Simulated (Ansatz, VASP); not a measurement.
# Two plane-wave programs on AlN

```xyz
4
Lattice="3.0765 0.0000 0.0000 -1.5383 2.6644 0.0000 0.0000 0.0000 4.9123" Properties=species:S:1:pos:R:3 pbc="T T T"
Al    0.0000    1.7762   -0.0017
Al    1.5383    0.8881    2.4544
N     0.0000    1.7762    1.8782
N     1.5383    0.8881    4.3343
```

Alike in both runs: functional PBE; k mesh 8 × 8 × 6; no spin polarisation.

Ansatz relaxed the structure, and its values are those at the end. VASP's run is a single point on that final structure, the one shown.

|  | VASP | Ansatz |
| --- | --- | --- |
| version | VASP 6.6.1 | Ansatz 0.2.0 |
| potentials or method | VASP PAW PBE potentials, release 64 (Al, N) | scalar-relativistic, plane waves, PAW |
| plane-wave cutoff (eV) | 520 | 520 |
| occupations | gaussian, width 0.01 eV | fixed |
| valence electrons in the cell | 16 | 16 |

VASP gave:

| Item | Value |
| --- | --- |
| gap on the k mesh at the Fermi level (eV) | 4.51 |
| least direct gap on the mesh (eV) | 4.51 |
| pressure (GPa) | 11.8 |

**Question.** Estimate Ansatz's values.

**Answer.** gap on the k mesh at the Fermi level (eV): 4.50; least direct gap on the mesh (eV): 4.50; pressure (GPa): 12.0.

A k mesh can miss the band edges. Expect the measured gap to be larger: semilocal functionals such as PBE lack the derivative discontinuity.
